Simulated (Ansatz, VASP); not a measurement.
ZnS in VASP and in Ansatz

```xyz
2
Lattice="0.0000 2.5310 2.5310 2.5310 0.0000 2.5310 2.5310 2.5310 0.0000" Properties=species:S:1:pos:R:3 pbc="T T T"
Zn    0.0000    0.0000    0.0000
S     2.5310    2.5310    2.5310
```

Alike in both runs: task single point; functional PBE0; k mesh 6 × 6 × 6; no spin polarisation.

|  | VASP | Ansatz |
| --- | --- | --- |
| version | VASP 6.6.1 | Ansatz 0.2.0 |
| potentials or method | VASP PAW PBE potentials, release 64 (Zn, S) | plane waves, PAW |
| plane-wave cutoff (eV) | 520 | 420 |
| occupations | gaussian, width 0.01 eV | fixed |
| valence electrons in the cell | 18 | 18 |

```tsv
	VASP	Ansatz	Ansatz less VASP
gap on the k mesh at the Fermi level (eV)	1.37	1.40	+0.031
pressure (GPa)	0.8	0.8	-0.04
```

Ansatz warned: «metallic_iterate».

Caveats: the PAW data sets were made with another functional, which shifts forces and pressure a little (VASP). A k mesh can miss the band edges.
